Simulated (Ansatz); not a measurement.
BaS:

```xyz
2
Lattice="0.0000 3.1938 3.1938 3.1938 0.0000 3.1938 3.1938 3.1938 0.0000" Properties=species:S:1:pos:R:3 pbc="T T T"
Ba    0.0000    0.0000    0.0000
S     3.1938    3.1938    3.1938
```

Program: Ansatz 0.2.0. Alike in all runs: potentials or basis Ansatz PAW; no spin polarisation; cell as given; cutoff (eV) 420.

**Question.** Order these runs on this cell by their band gap on the k mesh, lowest first.
A. level LDA; k mesh 7 × 7 × 7; smearing fixed; mesh quality not flagged
B. level HSE06; k mesh 4 × 4 × 4; smearing fermi-dirac 0.05 eV; points for each segment of the path 4; mesh quality coarse
C. level PBE; k mesh 7 × 7 × 7; smearing fixed; mesh quality not flagged
D. level PBE0; k mesh 4 × 4 × 4; smearing fermi-dirac 0.05 eV; points for each segment of the path 4; mesh quality coarse

**Answer.** A (2.07 eV), C (2.26 eV), B (3.11 eV), D (3.81 eV).

Caveats: some runs use coarse meshes; spin-orbit coupling is left out, which moves the levels of the heavy elements; odd divisions of the mesh miss points on the zone boundary, where band edges often lie, so the gap on the mesh can be too wide (some runs).

A k mesh can miss the band edges, odd and even meshes differently.
